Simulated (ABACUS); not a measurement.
# GaSb (F-43m) in ABACUS: notebook, part 2 of 2

ABACUS 3.10.1. The steps go on from the part before.

### Step 3. Single point, LDA

Contents of run_abacus.py:

```python
"""ABACUS run from a structure file: ASE reads it, the script writes STRU, KPT and INPUT."""
import re
import subprocess
import spglib
from ase import Atoms
from ase.io import read
from ase.units import Bohr

atoms = read("GaSb.cif")
cell, frac, numbers = spglib.standardize_cell((atoms.cell[:], atoms.get_scaled_positions(), atoms.numbers), to_primitive=True, symprec=1e-4)
atoms = Atoms(numbers=numbers, cell=cell, scaled_positions=frac, pbc=True)  # the primitive cell
atoms = atoms[(-atoms.numbers).argsort(kind="stable")]  # ABACUS lists atoms element by element
pseudo = {'Sb': 'Sb.upf', 'Ga': 'Ga.upf'}
orbital = {}
magmoms = None
kmesh = [6, 6, 6]
params = {
    'suffix': 'GaSb',
    'calculation': 'scf',
    'basis_type': 'pw',
    'pseudo_dir': './',
    'symmetry': 1,
    'dft_functional': 'pz',
    'ecutwfc': 114,
    'pseudo_rcut': 10,
    'nspin': 1,
    'nbands': 33,
    'ks_solver': 'dav',
    'smearing_method': 'fd',
    'smearing_sigma': 0.00367493,
    'scf_thr': 1e-08,
    'scf_nmax': 100,
    'mixing_type': 'broyden',
    'mixing_beta': 0.7,
    'cal_force': 1,
    'cal_stress': 1,
    'out_chg': 1,
    'kpar': 4,
}

symbols = atoms.get_chemical_symbols()
elements = list(dict.fromkeys(symbols))
lines = ["ATOMIC_SPECIES"] + [f"{e} {atoms.get_masses()[symbols.index(e)]:.4f} {pseudo[e]}" for e in elements]
if orbital:
    lines += ["", "NUMERICAL_ORBITAL"] + [orbital[e] for e in elements]
lines += ["", "LATTICE_CONSTANT", f"{1 / Bohr:.10f}", "", "LATTICE_VECTORS"]
lines += [" ".join(f"{x:.10f}" for x in v) for v in atoms.cell]
lines += ["", "ATOMIC_POSITIONS", "Direct"]
for e in elements:
    lines += ["", e, "0.0", str(symbols.count(e))]
    for i, p in enumerate(atoms.get_scaled_positions(wrap=False)):
        if symbols[i] == e:
            mag = "" if magmoms is None else " mag " + " ".join(str(x) for x in (magmoms[i] if isinstance(magmoms[i], list) else [magmoms[i]]))
            lines.append(" ".join(f"{x:.10f}" for x in p) + " 1 1 1" + mag)
open("STRU", "w").write("\n".join(lines) + "\n")
open("KPT", "w").write("K_POINTS\n0\nGamma\n%d %d %d 0 0 0\n" % tuple(kmesh))
open("INPUT", "w").write("INPUT_PARAMETERS\n" + "".join(f"{k:<20s}{v}\n" for k, v in params.items()))

done = subprocess.run(['mpirun', '-np', '4', 'abacus'])
if done.returncode:
    raise SystemExit(done.returncode)
log = open("OUT.GaSb/running_scf.log").read()
print("final energy (eV):", re.findall(r"FINAL_ETOT_IS (\S+)", log))
```

Contents of GaSb.cif:

```cif
data_GaSb
_cell_length_a 6.11800000
_cell_length_b 6.11800000
_cell_length_c 6.11800000
_cell_angle_alpha 90.00000000
_cell_angle_beta 90.00000000
_cell_angle_gamma 90.00000000
_space_group_name_H-M_alt 'F-43m'
_space_group_name_Hall 'F -4 2 3'
_space_group_IT_number 216
loop_
_space_group_symop_operation_xyz
'x,y,z'
'y,-x,-z'
'-x,-y,z'
'-y,x,-z'
'x,-y,-z'
'y,x,z'
'-x,y,-z'
'-y,-x,z'
'z,x,y'
'-z,y,-x'
'z,-x,-y'
'-z,-y,x'
'-z,x,-y'
'z,y,x'
'-z,-x,y'
'z,-y,-x'
'y,z,x'
'-x,-z,y'
'-y,z,-x'
'x,-z,-y'
'-y,-z,x'
'x,z,y'
'y,-z,-x'
'-x,z,-y'
'x,y+1/2,z+1/2'
'y,-x+1/2,-z+1/2'
'-x,-y+1/2,z+1/2'
'-y,x+1/2,-z+1/2'
'x,-y+1/2,-z+1/2'
'y,x+1/2,z+1/2'
'-x,y+1/2,-z+1/2'
'-y,-x+1/2,z+1/2'
'z,x+1/2,y+1/2'
'-z,y+1/2,-x+1/2'
'z,-x+1/2,-y+1/2'
'-z,-y+1/2,x+1/2'
'-z,x+1/2,-y+1/2'
'z,y+1/2,x+1/2'
'-z,-x+1/2,y+1/2'
'z,-y+1/2,-x+1/2'
'y,z+1/2,x+1/2'
'-x,-z+1/2,y+1/2'
'-y,z+1/2,-x+1/2'
'x,-z+1/2,-y+1/2'
'-y,-z+1/2,x+1/2'
'x,z+1/2,y+1/2'
'y,-z+1/2,-x+1/2'
'-x,z+1/2,-y+1/2'
'x+1/2,y,z+1/2'
'y+1/2,-x,-z+1/2'
'-x+1/2,-y,z+1/2'
'-y+1/2,x,-z+1/2'
'x+1/2,-y,-z+1/2'
'y+1/2,x,z+1/2'
'-x+1/2,y,-z+1/2'
'-y+1/2,-x,z+1/2'
'z+1/2,x,y+1/2'
'-z+1/2,y,-x+1/2'
'z+1/2,-x,-y+1/2'
'-z+1/2,-y,x+1/2'
'-z+1/2,x,-y+1/2'
'z+1/2,y,x+1/2'
'-z+1/2,-x,y+1/2'
'z+1/2,-y,-x+1/2'
'y+1/2,z,x+1/2'
'-x+1/2,-z,y+1/2'
'-y+1/2,z,-x+1/2'
'x+1/2,-z,-y+1/2'
'-y+1/2,-z,x+1/2'
'x+1/2,z,y+1/2'
'y+1/2,-z,-x+1/2'
'-x+1/2,z,-y+1/2'
'x+1/2,y+1/2,z'
'y+1/2,-x+1/2,-z'
'-x+1/2,-y+1/2,z'
'-y+1/2,x+1/2,-z'
'x+1/2,-y+1/2,-z'
'y+1/2,x+1/2,z'
'-x+1/2,y+1/2,-z'
'-y+1/2,-x+1/2,z'
'z+1/2,x+1/2,y'
'-z+1/2,y+1/2,-x'
'z+1/2,-x+1/2,-y'
'-z+1/2,-y+1/2,x'
'-z+1/2,x+1/2,-y'
'z+1/2,y+1/2,x'
'-z+1/2,-x+1/2,y'
'z+1/2,-y+1/2,-x'
'y+1/2,z+1/2,x'
'-x+1/2,-z+1/2,y'
'-y+1/2,z+1/2,-x'
'x+1/2,-z+1/2,-y'
'-y+1/2,-z+1/2,x'
'x+1/2,z+1/2,y'
'y+1/2,-z+1/2,-x'
'-x+1/2,z+1/2,-y'
loop_
_atom_site_label
_atom_site_type_symbol
_atom_site_symmetry_multiplicity
_atom_site_Wyckoff_symbol
_atom_site_fract_x
_atom_site_fract_y
_atom_site_fract_z
_atom_site_occupancy
Sb1 Sb 4 c 0.2500000000 0.2500000000 0.2500000000 1
Ga1 Ga 4 a 0.0000000000 0.0000000000 0.0000000000 1
```

Potentials or basis: PseudoDojo NC SR 0.4.1 LDA stringent, plane waves.

The run is started by

```sh
$ OMP_NUM_THREADS=1 python run_abacus.py > log
```

running log:

```text
ABACUS v3.10.1

               Atomic-orbital Based Ab-initio Computation at UStc

 ------------------------------------------------------------------------------------

 READING GENERAL INFORMATION
                           global_out_dir = OUT.GaSb/
                           global_in_card = INPUT
                               pseudo_dir = ./
                              orbital_dir =
                                    DSIZE = 4
                                    GSIZE = 1
[... 5 lines left out ...]

 READING ATOM TYPE 1
                               atom label = Sb
                      L=0, number of zeta = 1
                      L=1, number of zeta = 1
                      L=2, number of zeta = 1
             number of atom for this type = 1

 READING ATOM TYPE 2
                               atom label = Ga
                      L=0, number of zeta = 1
                      L=1, number of zeta = 1
                      L=2, number of zeta = 1
             number of atom for this type = 1

                        TOTAL ATOM NUMBER = 2
DIRECT COORDINATES
    atom                   x                   y                   z     mag                  vx                  vy                  vz
taud_Sb1            0.2500000000        0.2500000000        0.2500000000  0.0000        0.0000000000        0.0000000000        0.0000000000
taud_Ga1            0.0000000000        0.0000000000        0.0000000000  0.0000        0.0000000000        0.0000000000        0.0000000000

                          Volume (Bohr^3) = 386.336
                             Volume (A^3) = 57.249

 Lattice vectors: (Cartesian coordinate: in unit of a_0)
                   +0              +3.059              +3.059
               +3.059                  +0              +3.059
               +3.059              +3.059                  +0
 Reciprocal vectors: (Cartesian coordinate: in unit of 2 pi/a_0)
            -0.163452           +0.163452           +0.163452
            +0.163452           -0.163452           +0.163452
            +0.163452           +0.163452           -0.163452
 The esolver type has been set to : ksdft_pw

                PAO radial cut off (Bohr) = 10

 Read in pseudopotential file is Sb.upf
                     pseudopotential type = NC
[... 218 lines left out ...]
 SELF-CONSISTENT
 -------------------------------------------
                                 init_chg = atomic

 PW ALGORITHM --------------- ION=   1  ELEC=   1--------------------------------

 Notice: Threshold on eigenvalues was too large.
 hsover_error=0.44 > DRHO=0.0285874
 Origin diag ethr = 0.01
 New diag ethr = 6.49713e-05

 Density error is 0.028761567712
                          Error Threshold = 6.49713482173e-05
----------------------------------------------------------
     Energy           Rydberg                 eV
----------------------------------------------------------
 E_KohnSham     -1001.5164183410     -13626.3299299893
 E_Harris       -1002.3739445047     -13637.9971720003
 E_Fermi        0.6650601507         9.0486075616
----------------------------------------------------------
[... 63 lines left out ...]
 Density error is 2.18384265537e-09
                          Error Threshold = 5.54706320599e-11
----------------------------------------------------------
     Energy           Rydberg                 eV
----------------------------------------------------------
 E_KohnSham     -1001.5185848226     -13626.3594064831
 E_KS(sigma->0) -1001.5185472873     -13626.3588957897
 E_Harris       -1001.5187933947     -13626.3622442530
 E_band         -131.3817093540      -1787.5398601948
 E_one_elec     -841.5007812110      -11449.2054959214
 E_Hartree      410.9870460738       5591.7656307925
 E_xc           -119.3283811726      -1623.5459170631
 E_Ewald        -451.6763934422      -6145.3726029043
 E_entropy(-TS) -0.0000750705        -0.0010213867
 E_descf        0.0000000000         0.0000000000
 E_exx          0.0000000000         0.0000000000
 E_Fermi        0.6836084575         9.3009702236
----------------------------------------------------------

 charge density convergence is achieved
 final etot is -13626.359406 eV
 EFERMI = 9.3009702236 eV

 STATE ENERGY(eV) AND OCCUPATIONS    NSPIN == 1
 1/4 kpoint (Cartesian) = 0.0000 0.0000 0.0000 (7823 pws)
       1       -134.255     0.00925926
       2       -133.779     0.00925926
       3       -87.3720     0.00925926
       4       -87.3720     0.00925926
       5       -87.3720     0.00925926
       6       -84.9955     0.00925926
[... 130 lines left out ...]
      32        20.6325        0.00000
      33        25.5061        0.00000

------------------------------------------------------------------------------------------
 TOTAL-FORCE (eV/Angstrom)
------------------------------------------------------------------------------------------
                       Sb1         0.0000000000         0.0000000000         0.0000000000
                       Ga1         0.0000000000         0.0000000000         0.0000000000
------------------------------------------------------------------------------------------

----------------------------------------------------------------
 TOTAL-STRESS (KBAR)
----------------------------------------------------------------
       -15.4471498145        -0.0000000000        -0.0000000000
        -0.0000000000       -15.4471498145         0.0000000000
        -0.0000000000         0.0000000000       -15.4471498145
----------------------------------------------------------------
 TOTAL-PRESSURE: -15.447150 KBAR

 --------------------------------------------
 !FINAL_ETOT_IS -13626.3594064830558636 eV
 --------------------------------------------
```

Run time: 17 s. Hardware: 4 MPI ranks of Intel Xeon 6975P-C (Granite Rapids), shared host; peak memory 0.68 GiB.

Results:

| Property | Result |
| --- | --- |
| Free energy | -13626.3594 eV |
| Pressure | -1.5 GPa |
| Band gap on the k mesh | none (metal or under the smearing width) |

Caveat: this crystal is a semiconductor, whose small gap the functional closes, so the metal is an error of the method. Spin-orbit coupling is left out, which matters for the levels of Sb.

### Step 4. Single point, LDA-PW92

Contents of INPUT:

```
INPUT_PARAMETERS
suffix              GaSb
calculation         scf
basis_type          pw
pseudo_dir          ./
symmetry            1
dft_functional      LDA_X+LDA_C_PW
ecutwfc             84
pseudo_rcut         10
nspin               1
nbands              24
ks_solver           dav
smearing_method     fd
smearing_sigma      0.00367493
scf_thr             1e-08
scf_nmax            100
mixing_type         broyden
mixing_beta         0.7
cal_force           1
cal_stress          1
out_chg             1
out_pot             2
out_elf             1
```

Contents of STRU:

```
ATOMIC_SPECIES
Sb 121.7600 Sb.upf
Ga 69.7230 Ga.upf

LATTICE_CONSTANT
1.8897261246

LATTICE_VECTORS
0.0000000000 3.0590000000 3.0590000000
3.0590000000 0.0000000000 3.0590000000
3.0590000000 3.0590000000 0.0000000000

ATOMIC_POSITIONS
Direct

Sb
0.0
1
0.7500000000 0.7500000000 0.7500000000 1 1 1

Ga
0.0
1
0.0000000000 0.0000000000 0.0000000000 1 1 1
```

Contents of KPT:

```
K_POINTS
0
Gamma
6 6 6 0 0 0
```

Potentials or basis: PseudoDojo NC SR 0.4.1 LDA standard, plane waves.

The run is started by

```sh
$ OMP_NUM_THREADS=1 mpirun -np 4 abacus > log
```

Wall time 10 s (4 MPI ranks of Intel Xeon Platinum 8259CL at 2.50GHz (Skylake/Cascade Lake), shared host); peak memory 0.28 GiB.

Results (log left out):

| Item | Value |
| --- | --- |
| Free energy | -4547.3359 eV |
| Pressure | -1.7 GPa |
| Band gap on the k mesh | none (metal or under the smearing width) |

Levels at points of the mesh, in eV from the Fermi level:
```tsv
k point	band 11	band 12	band 13	band 14	band 15	band 16	band 17	band 18
(0.00, 0.00, 0.00)	-11.57	-0.21	-0.03	-0.03	-0.03	2.75	2.75	2.75
(0.50, 0.50, 0.50)	-9.96	-6.44	-1.18	-1.18	0.25	3.72	3.72	6.34
(0.50, 0.50, 0.00)	-9.15	-6.88	-2.60	-2.60	0.81	1.14	8.61	8.61
```

Caveat: this crystal is a semiconductor, whose small gap the functional closes, so the metal is an error of the method. Spin-orbit coupling is left out, which matters for the levels of Sb.

### Step 5. Summary

```csv
level,potentials or basis,cutoff (eV),gap on the mesh (eV),pressure (GPa)
RPBE,"SG15 ONCV 1.2 PBE, plane waves",1102,0.13,4.2
LDA,"PseudoDojo NC SR 0.4.1 LDA stringent, plane waves",1551,none,-1.5
LDA-PW92,"PseudoDojo NC SR 0.4.1 LDA standard, plane waves",1143,none,-1.7
```

Alike in all rows: task single point; no spin polarisation; cell as given; k mesh 6 × 6 × 6; smearing fermi-dirac 0.05 eV.

Caveats: this crystal is a semiconductor, whose small gap the functional closes, so the metal is an error of the method (some runs); the potentials were made for another functional, which shifts forces and pressure (some runs); spin-orbit coupling is left out, which moves the levels of the heavy elements (some runs).

Total energies depend on the potentials used, so only differences within one code and one set of settings carry meaning.

### Step 6. Against experiment

Step 2. Against the measured gap of GaSb, 0.811 eV (direct; 4.2 K; a printed reference work, data compilation), the calculated 0.13 eV is off by -0.69 eV. Spin-orbit coupling on Ga, Sb is left out. The value is that of RPBE on a finite k mesh, which can miss the band edges, without temperature or zero-point motion. Semilocal functionals fall short of measured gaps as a rule.

Step 3. Measured gap of GaSb: 0.811 eV (direct; 4.2 K; a printed reference work, data compilation). This calculation gives 0.00 eV (-0.81 eV). Spin-orbit coupling on Ga, Sb is left out. The value is that of LDA on a finite k mesh, which can miss the band edges, without temperature or zero-point motion. Semilocal functionals fall short of measured gaps as a rule.

Step 4. Measured gap of GaSb: 0.811 eV (direct; 4.2 K; a printed reference work, data compilation). This calculation gives 0.00 eV (-0.81 eV). Spin-orbit coupling on Ga, Sb is left out. The value is that of LDA-PW92 on a finite k mesh, which can miss the band edges, without temperature or zero-point motion. Semilocal functionals fall short of measured gaps as a rule.
